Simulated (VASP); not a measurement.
# KTaO3 (spin) (Pm-3m) in VASP: notebook

One crystal, KTaO3 (spin), is run at these levels: PBE; tasks: single point, relaxation of cell and atoms.

All numbers are computed with VASP 6.6.1; they aren't measurements. Logs are shortened: lines on timing, memory, paths and dates and some standing lists are left out, and cuts for length are marked.

### Step 1. Starting point

The structure is cubic, space group Pm-3m (No. 221). The conventional cell has a = 4.024 Å, b = 4.024 Å, c = 4.024 Å, α = 90.00°, β = 90.00°, γ = 90.00°. Around K (site symmetry m-3m) lie 12 O at 2.85 Å. Around Ta (site symmetry m-3m) lie 6 O at 2.01 Å. O (site symmetry 4/mmm) is surrounded by 2 Ta at 2.01 Å.

### Step 2. Single point, PBE

Contents of INCAR:

```
SYSTEM = KTaO3
PREC     = Accurate       ! precision mode
ENCUT    = 520            ! plane-wave cutoff, eV
EDIFF    = 1E-6           ! SCF threshold, eV
ISMEAR   = 0              ! smearing method
SIGMA    = 0.02           ! smearing width, eV
LREAL    = .FALSE.        ! projectors in reciprocal space
LASPH    = .TRUE.         ! aspherical terms in the spheres
NELM     = 100            ! most SCF steps
ALGO     = Fast           ! electronic algorithm
ISIF     = 2              ! what is computed and relaxed
LWAVE    = .FALSE.        ! write WAVECAR
LCHARG   = .TRUE.         ! write CHGCAR
GGA      = PE             ! functional
LELF     = .TRUE.         ! ELF
LVHAR    = .TRUE.       
NBANDS   = 27             ! bands
```

Contents of KPOINTS:

```
regular mesh
0
G
  8 8 8
  0 0 0
```

Contents of POSCAR:

```
KTaO3
1.0
    4.0243579231      0.0000000000      0.0000000000
    0.0000000000      4.0243579231      0.0000000000
    0.0000000000      0.0000000000      4.0243579231
K Ta O
1 1 3
Direct
    0.5000000000      0.5000000000      0.5000000000
    0.0000000000      0.0000000000      0.0000000000
    0.5000000000      0.0000000000      0.0000000000
    0.0000000000      0.5000000000      0.0000000000
    0.0000000000      0.0000000000      0.5000000000
```

Potentials or basis: VASP PAW PBE potentials, release 64 (K_sv, Ta_pv, O).

On the command line:

```
$ cat potpaw_PBE.64/K_sv/POTCAR potpaw_PBE.64/Ta_pv/POTCAR potpaw_PBE.64/O/POTCAR > POTCAR
$ mpirun -np 1 vasp_std > vasp.out
```

OUTCAR:

```text
SYSTEM = KTaO3
   PREC = Accurate
   ENCUT = 520
   EDIFF = 1E-6
   ISMEAR = 0
   LREAL = .FALSE.
   LASPH = .TRUE.
   NELM = 100
   ISIF = 2
   GGA = PE

 ion  position               nearest neighbor table
   1  0.500  0.500  0.500-   3 2.85   4 2.85   5 2.85   3 2.85   4 2.85   3 2.85   5 2.85   3 2.85
                             4 2.85   5 2.85   4 2.85   5 2.85   2 3.49   2 3.49   2 3.49   2 3.49
   2  0.000  0.000  0.000-   3 2.01   4 2.01   5 2.01   5 2.01   4 2.01   3 2.01   1 3.49   1 3.49
                             1 3.49   1 3.49   1 3.49   1 3.49   1 3.49   1 3.49
   3  0.500  0.000  0.000-   2 2.01   2 2.01   1 2.85   1 2.85   1 2.85   1 2.85
   4  0.000  0.500  0.000-   2 2.01   2 2.01   1 2.85   1 2.85   1 2.85   1 2.85
   5  0.000  0.000  0.500-   2 2.01   2 2.01   1 2.85   1 2.85   1 2.85   1 2.85

  LATTYP: Found a simple cubic cell.
 ALAT       =     4.0243579231

  Lattice vectors:

 A1 = (   4.0243579231,   0.0000000000,   0.0000000000)
 A2 = (   0.0000000000,   4.0243579231,   0.0000000000)
 A3 = (   0.0000000000,   0.0000000000,   4.0243579231)

Analysis of symmetry for initial positions (statically):
=====================================================================
 Subroutine PRICEL returns:
 Original cell was already a primitive cell.

 Routine SETGRP: Setting up the symmetry group for a
 simple cubic supercell.

 Subroutine GETGRP returns: Found 48 space group operations
 (whereof 48 operations were pure point group operations)
 out of a pool of 48 trial point group operations.

The static configuration has the point symmetry O_h .

Analysis of symmetry for dynamics (positions and initial velocities):
=====================================================================
 Subroutine PRICEL returns:
 Original cell was already a primitive cell.

 Routine SETGRP: Setting up the symmetry group for a
 simple cubic supercell.

 Subroutine GETGRP returns: Found 48 space group operations
 (whereof 48 operations were pure point group operations)
 out of a pool of 48 trial point group operations.

The dynamic configuration has the point symmetry O_h .

 Subroutine INISYM returns: Found 48 space group operations
 (whereof 48 operations are pure point group operations),
 and found     1 'primitive' translations

----------------------------------------------------------------------------------------

                                     Primitive cell

  volume of cell :      65.1763

[... 98 lines left out ...]
   IBRION =     -1    ionic relax: 0-MD 1-quasi-New 2-CG
   NFREE  =      0    steps in history (QN), initial steepest desc. (CG)
   ISIF   =      2    stress and relaxation
   ISYM   =      2    0-nonsym 1-usesym 2-fastsym
   POTIM  = 0.5000    time-step for ionic-motion
   TEBEG  =    0.0;   TEEND  =   0.0 temperature during run
   PSTRESS=    0.0 pullay stress
   NELECT =      38.0000    total number of electrons
   NUPDOWN=      -1.0000    fix difference up-down
   EMIN   =  10.00;   EMAX   =-10.00  energy-range for DOS
   EFERMI =   0.00;   METHOD = LEGACY
   ISMEAR =     0;   SIGMA  =   0.02  broadening in eV -4-tet -1-fermi 0-gaus
   EFERMI_NEDOS =   21; number of points for ismear=-14 and -15
   IALGO  =     68    algorithm
   IMIX   =      4    mixing-type and parameters
     AMIX     =   0.40;   BMIX     =  1.00
     AMIX_MAG =   1.60;   BMIX_MAG =  1.00
  volume/ion in A,a.u.               =      13.04        87.97
  Fermi-wavevector in a.u.,A,eV,Ry     =   1.367643  2.584471 25.448983  1.870448
  Thomas-Fermi vector in A             =   2.493677
   LORBIT       =      0    0 simple, 1 ext, 2 COOP (PROOUT), +10 PAW based schemes
   GGA     = PE    functional components
   LHFCALC =     F    Hartree Fock is set to
   AEXX    =    0.0000 exact exchange contribution
   IVDW    =     0    specifies the selected vdW correction
   LEPSILON=     F    determine dielectric tensor
   LRPA    =     F    only Hartree local field effects (RPA)
 non-spin polarized calculation
 RMM-DIIS sequential band-by-band and
 Gauss-broadening in eV      SIGMA  =   0.02
  energy-cutoff  :      520.00
  volume of cell :       65.18
 maximum number of plane-waves:      1775
 NGX is ok and might be reduce to    30
   NGX = 15   NGY = 15   NGZ = 15

 number of electron      37.9999979 magnetization

 Free energy of the ion-electron system (eV)
  ---------------------------------------------------
  ext. energy  EPLUGINS =         0.00000000
  ---------------------------------------------------
  free energy    TOTEN  =       -41.06750004 eV

  energy without entropy =      -41.06750004  energy(sigma->0) =      -41.06750004

 E-fermi :   1.7891     XC(G=0): -10.7338

 val. band max:        1.6192076800   @ k =   0.5000   0.5000   0.5000
 cond. band min:       3.7351410300   @ k =   0.0000   0.0000   0.0000
 fundamental gap:      2.1159333500
 Fermi energy:         1.7890731254

 k-point     1 :       0.0000    0.0000    0.0000
  band No.  band energies     occupation
      1     -32.6260      2.00000
      2     -32.6260      2.00000
      3     -32.6260      2.00000
      4     -25.7272      2.00000
      5     -15.8342      2.00000
      6     -15.1369      2.00000
[... 709 lines left out ...]
     26      12.2635      0.00000
     27      12.2735      0.00000

 [... further k-points ...]

------------------------ aborting loop because EDIFF is reached ----------------------------------------

  FORCE on cell =-STRESS in cart. coord.  units (eV):
  Direction    XX          YY          ZZ          XY          YZ          ZX
  --------------------------------------------------------------------------------------
  -------------------------------------------------------------------------------------
  Total        0.2384777      0.2384777      0.2384777      0.0000000     -0.0000000      0.0000000
  in kB        5.8623070      5.8623070      5.8623070      0.0000000     -0.0000000      0.0000000
  external PRESSURE =       5.8623070 kB  Pullay stress =       0.0000000 kB

 VOLUME and BASIS-vectors are now :
 -----------------------------------------------------------------------------
  energy-cutoff  :      520.00
  volume of cell :       65.18
      direct lattice vectors                 reciprocal lattice vectors
     4.024357923  0.000000000  0.000000000     0.248486844  0.000000000  0.000000000
     0.000000000  4.024357923  0.000000000     0.000000000  0.248486844  0.000000000
     0.000000000  0.000000000  4.024357923     0.000000000  0.000000000  0.248486844

 POSITION                                       TOTAL-FORCE (eV/Angst)
 -----------------------------------------------------------------------------------
      2.01218      2.01218      2.01218         0.000000      0.000000      0.000000
      0.00000      0.00000      0.00000         0.000000      0.000000      0.000000
      2.01218      0.00000      0.00000         0.000000      0.000000      0.000000
      0.00000      2.01218      0.00000         0.000000      0.000000      0.000000
      0.00000      0.00000      2.01218         0.000000      0.000000      0.000000
 -----------------------------------------------------------------------------------
    total drift:                                0.000000     -0.000000      0.000000

  FREE ENERGIE OF THE ION-ELECTRON SYSTEM (eV)
  ---------------------------------------------------
  free  energy   TOTEN  =       -41.0675000388 eV

  energy  without entropy=      -41.0675000388  energy(sigma->0) =      -41.06750004
```

OSZICAR:

```text
N       E                     dE             d eps       ncg     rms          rms(c)
DAV:   1     0.323368438445E+03    0.32337E+03   -0.20708E+04  1890   0.141E+03
DAV:   2    -0.305303647352E+02   -0.35390E+03   -0.34462E+03  2292   0.403E+02
DAV:   3    -0.491761717752E+02   -0.18646E+02   -0.18565E+02  2688   0.892E+01
[... 14 lines left out ...]
RMM:  18    -0.410674929872E+02   -0.54691E-05   -0.41068E-05  2179   0.210E-02    0.139E-03
RMM:  19    -0.410674962073E+02   -0.32201E-05   -0.24622E-05  1994   0.158E-02    0.556E-04
RMM:  20    -0.410674981538E+02   -0.19465E-05   -0.14510E-05  1832   0.121E-02    0.592E-04
RMM:  21    -0.410674993247E+02   -0.11709E-05   -0.91235E-06  1698   0.941E-03    0.646E-04
RMM:  22    -0.410675000388E+02   -0.71410E-06   -0.55881E-06  1508   0.728E-03
   1 F= -.41067500E+02 E0= -.41067500E+02  d E =-.315660E-35
```

Wall time 39 s (1 thread of Intel Xeon 6975P-C (Granite Rapids), shared host); peak memory 0.2 GiB.

Results:

```yaml
Free_energy: -41.0675 eV
Pressure: 0.6 GPa
Band_gap_on_the_k_mesh: 2.12 eV, indirect (least direct gap 2.75 eV)
```

Levels at points of the mesh, in eV from the valence-band top:
| k point | band 16 | band 17 | band 18 | band 19 | band 20 | band 21 | band 22 | band 23 |
| --- | --- | --- | --- | --- | --- | --- | --- | --- |
| (0.00, 0.00, 0.00) | -1.02 | -0.63 | -0.63 | -0.63 | 2.12 | 2.12 | 2.12 | 6.41 |
| (0.50, 0.00, 0.00) | -2.08 | -1.45 | -0.85 | -0.85 | 2.26 | 4.84 | 4.84 | 6.49 |
| (0.50, 0.50, 0.00) | -1.70 | -1.40 | -1.40 | -0.04 | 4.88 | 4.88 | 6.11 | 7.32 |
| (0.50, 0.50, 0.50) | -3.82 | 0.00 | 0.00 | 0.00 | 6.23 | 6.23 | 6.23 | 8.84 |

Caveat: spin-orbit coupling is left out, which moves the levels of the heavy elements.

### Step 3. Relaxation of cell and atoms, PBE

This run uses another cell than the first one, of 12.69 Å³/atom, 0.973 times its volume.

Contents of INCAR:

```
  PREC = Accurate
  ENCUT = 600
  EDIFF = 1E-6
  ISMEAR = 0
  SIGMA = 0.02
  LREAL = F
  LASPH = T
  NELM = 100
  ALGO = Normal
  ISIF = 3
  LWAVE = F
  LCHARG = F
  GGA = PE
  IBRION = 2
  NSW = 100
  EDIFFG = -0.002
```

Contents of KPOINTS:

```
regular mesh
0
Gamma
  8 8 8
```

Edit POSCAR of step 2 so:

```diff
@@ -2,5 +2,5 @@
 1.0
-    4.0243579231      0.0000000000      0.0000000000
-    0.0000000000      4.0243579231      0.0000000000
-    0.0000000000      0.0000000000      4.0243579231
+    3.9883000000      0.0000000000      0.0000000000
+    0.0000000000      3.9883000000      0.0000000000
+    0.0000000000      0.0000000000      3.9883000000
 K Ta O
```

Potentials or basis: VASP PAW PBE potentials, release 64 (K_sv, Ta_pv, O).

On the command line:

```
$ cat potpaw_PBE.64/K_sv/POTCAR potpaw_PBE.64/Ta_pv/POTCAR potpaw_PBE.64/O/POTCAR > POTCAR
$ mpirun -np 1 vasp_std > vasp.out
```

Run time: 96 s. Hardware: 1 thread of Intel Xeon 6975P-C (Granite Rapids), shared host; peak memory 0.23 GiB.

It converged, with:

```
Free energy                            : -41.0721 eV
Relaxed volume                         : 13.07 Å³/atom
Relaxed cell                           : a = 4.028 Å, b = 4.028 Å, c = 4.028 Å, α = 90.00°, β = 90.00°, γ = 90.00°
Space group after relaxing (to 0.05 Å) : Pm-3m (No. 221)
Energy gained by relaxing              : 6.8 meV/atom
Ionic steps                            : 19
Pressure after relaxing                : 0.0 GPa
Band gap on the k mesh                 : 2.11 eV, indirect (least direct gap 2.74 eV)
```

Step by step:
```csv
step,energy change (eV),largest force (eV/Å),pressure (GPa),volume (Å³)
1,0.0000,0.0000,5.90,63.44
2,0.0186,0.0000,-6.49,67.83
3,-0.0339,0.0000,-0.05,65.34
4,-0.0338,0.0000,0.07,65.31
5,-0.0339,0.0000,0.07,65.31
6,-0.0339,0.0000,0.07,65.31
7,-0.0339,0.0000,0.06,65.31
8,-0.0339,0.0000,0.06,65.31
9,-0.0339,0.0000,0.06,65.31
10,-0.0339,0.0000,0.06,65.31
11,-0.0339,0.0000,0.06,65.31
12,-0.0339,0.0000,0.06,65.31
13,-0.0339,0.0000,0.07,65.31
14,-0.0339,0.0000,0.07,65.31
15,-0.0339,0.0000,0.07,65.32
16,-0.0339,0.0000,0.04,65.33
17,-0.0339,0.0000,-0.03,65.34
18,-0.0339,0.0000,-0.03,65.33
19,-0.0339,0.0000,-0.02,65.33
```

Final structure:
```xyz
5
Lattice="4.0275 0.0000 0.0000 0.0000 4.0275 0.0000 0.0000 0.0000 4.0275" Properties=species:S:1:pos:R:3 pbc="T T T"
K     2.0138    2.0138    2.0138
Ta    0.0000    0.0000    0.0000
O     2.0138    0.0000    0.0000
O     0.0000    2.0138    0.0000
O     0.0000    0.0000    2.0138
```

Levels at points of the mesh, in eV from the valence-band top:
```tsv
k point	band 16	band 17	band 18	band 19	band 20	band 21	band 22	band 23
(0.00, 0.00, 0.00)	-1.01	-0.63	-0.63	-0.63	2.11	2.11	2.11	6.39
(0.50, 0.00, 0.00)	-2.07	-1.44	-0.85	-0.85	2.26	4.83	4.83	6.46
(0.50, 0.50, 0.00)	-1.70	-1.40	-1.40	-0.04	4.86	4.86	6.10	7.29
(0.50, 0.50, 0.50)	-3.81	0.00	0.00	0.00	6.21	6.21	6.21	8.83
```

Caveat: spin-orbit coupling is left out, which moves the levels of the heavy elements.

### Step 4. Single point, PBE, collinear spin, typed start

This run uses another cell than the first one, of 12.69 Å³/atom, 0.973 times its volume.

Contents of INCAR:

```
SYSTEM = KTaO3
ALGO     = Normal         ! electronic algorithm
EDIFF    = 1E-6           ! SCF threshold, eV
ENCUT    = 520            ! plane-wave cutoff, eV
GGA      = PE             ! functional
ISIF     = 2              ! what is computed and relaxed
ISMEAR   = 0              ! smearing method
ISPIN    = 2              ! spin polarisation
LASPH    = .TRUE.         ! aspherical terms in the spheres
LCHARG   = .TRUE.         ! write CHGCAR
LELF     = .TRUE.         ! ELF
LMAXMIX  = 4              ! l up to which the mixer works
LORBIT   = 11             ! projections on sites
LREAL    = .FALSE.        ! projectors in reciprocal space
LVHAR    = .TRUE.       
LWAVE    = .FALSE.        ! write WAVECAR
MAGMOM   = 0 1 0 0 0      ! initial moments
NBANDS   = 31             ! bands
NELM     = 150            ! most SCF steps
PREC     = Accurate       ! precision mode
SIGMA    = 0.1            ! smearing width, eV
```

Contents of KPOINTS:

```
k-points
0
G
  4 4 4
  0 0 0
```

POSCAR is that of step 3.

On the command line:

```
$ cat potpaw_PBE.64/K_sv/POTCAR potpaw_PBE.64/Ta_pv/POTCAR potpaw_PBE.64/O/POTCAR > POTCAR
$ mpirun -np 1 vasp_std > vasp.out
```

Run time: 19 s. Hardware: 1 thread of Intel Xeon 6975P-C (Granite Rapids), shared host; peak memory 0.2 GiB.

The run converged. Its results:

```
Free energy                                           : -41.0043 eV
Pressure                                              : 6.1 GPa
Band gap on the k mesh                                : 2.16 eV, indirect (least direct gap 2.78 eV)
Net moment                                            : 0.00 μB per cell
Valence electrons inside the program's atomic spheres : K 7.62; Ta 8.76; O 5.09
```

Levels at points of the mesh, in eV from the valence-band top:
Spin up:
| k point | band 17 | band 18 | band 19 | band 20 | band 21 | band 22 |
| --- | --- | --- | --- | --- | --- | --- |
| (0.00, 0.00, 0.00) | -0.62 | -0.62 | -0.62 | 2.16 | 2.16 | 2.16 |
| (0.50, 0.00, 0.00) | -1.51 | -0.85 | -0.85 | 2.32 | 5.00 | 5.00 |
| (0.50, 0.50, 0.00) | -1.43 | -1.43 | -0.04 | 5.04 | 5.04 | 6.33 |
| (0.50, 0.50, 0.50) | 0.00 | 0.00 | 0.00 | 6.46 | 6.46 | 6.46 |
Spin down:
```csv
k point,band 17,band 18,band 19,band 20,band 21,band 22
"(0.00, 0.00, 0.00)",-0.62,-0.62,-0.62,2.16,2.16,2.16
"(0.50, 0.00, 0.00)",-1.51,-0.85,-0.85,2.32,5.01,5.01
"(0.50, 0.50, 0.00)",-1.43,-1.43,-0.04,5.04,5.04,6.33
"(0.50, 0.50, 0.50)",0.00,0.00,0.00,6.46,6.46,6.46
```

Caveat: spin-orbit coupling is left out, which moves the levels of the heavy elements.

### Step 5. Overview

```tsv
task	spin	cell	k mesh	cutoff (eV)	smearing	gap on the mesh (eV)	pressure (GPa)
single point	off	Pm-3m, 13.04 Å³/atom	8 × 8 × 8	520	gaussian 0.02 eV	2.12	0.6
relaxation of cell and atoms	off	relaxed	8 × 8 × 8	600	gaussian 0.02 eV	2.11	0.0
single point	collinear, typed start	Pm-3m, 12.69 Å³/atom	4 × 4 × 4	520	gaussian 0.1 eV	2.16	6.1
```

Alike in all rows: level PBE; potentials or basis VASP PAW PBE potentials, release 64 (K_sv, Ta_pv, O).

Caveats: spin-orbit coupling is left out, which moves the levels of the heavy elements.

Total energies depend on the potentials used, so only differences within one code and one set of settings carry meaning.
